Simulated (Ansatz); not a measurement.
## Si₇Ge (P-43m), zone-centre modes

Theory: Ansatz 0.2.0, DFT PBEsol, scalar-relativistic, plane waves, PAW. The runs took a 420 eV cutoff, a Γ-centred 6×6×6 mesh and Gaussian smearing (0.03 eV). No spin polarisation.

The undisturbed cell (relaxed at this level; it needn't be the usual structure):

```xyz
8
Lattice="5.4592 0.0000 0.0000 0.0000 5.4592 0.0000 0.0000 0.0000 5.4592" Properties=species:S:1:pos:R:3 pbc="T T T"
Si    1.3790    1.3790    1.3790
Si    0.0000    2.7296    2.7296
Si    2.7296    2.7296    0.0000
Si    2.7296    0.0000    2.7296
Si    4.0802    1.3790    4.0802
Si    4.0802    4.0802    1.3790
Si    1.3790    4.0802    4.0802
Ge    0.0000    0.0000    0.0000
```

Harmonic modes by finite displacements of 0.02 Å, without the LO–TO term.

(1) At this geometry, is the structure stable against these modes?

(2) List the wavenumbers in cm⁻¹.

Answers

(1) Yes: no mode is imaginary beyond 10 cm⁻¹, and only the three translations lie near zero.

(2) 0, 0, 0, 111, 111, 111, 137, 137, 137, 336, 336, 336, 398, 404, 404, 433, 433, 433, 452, 452, 452, 498, 498, 498.